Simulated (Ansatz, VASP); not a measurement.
## Pt in VASP and in Ansatz

```
Pt
1.0
     0.00000    1.98506    1.98506
     1.98506    0.00000    1.98506
     1.98506    1.98506    0.00000
Pt
1
Direct
  0.00000 0.00000 0.00000
```

Alike in both runs: functional PBE; k mesh 18 × 18 × 18; occupations gaussian, width 0.1 eV; no spin polarisation.

Ansatz relaxed the structure, and its values are those at the end. VASP's run is a single point on that final structure, the one shown.

|  | VASP | Ansatz |
| --- | --- | --- |
| version | VASP 6.6.1 | Ansatz 0.2.0 |
| potentials or method | VASP PAW PBE potentials, release 64 (Pt) | scalar-relativistic, plane waves, PAW |
| plane-wave cutoff (eV) | 520 | 420 |
| valence electrons in the cell | 10 | 18 |

|  | VASP | Ansatz | Ansatz less VASP |
| --- | --- | --- | --- |
| gap on the k mesh at the Fermi level (eV) | none | none | - |
| pressure (GPa) | -0.5 | 0.0 | +0.48 |

A gap of «none» marks a metal or a gap that the smearing closes. The two sets of potentials don't hold the same shells in valence.

Spin-orbit coupling is left out, which matters for the levels of Pt.
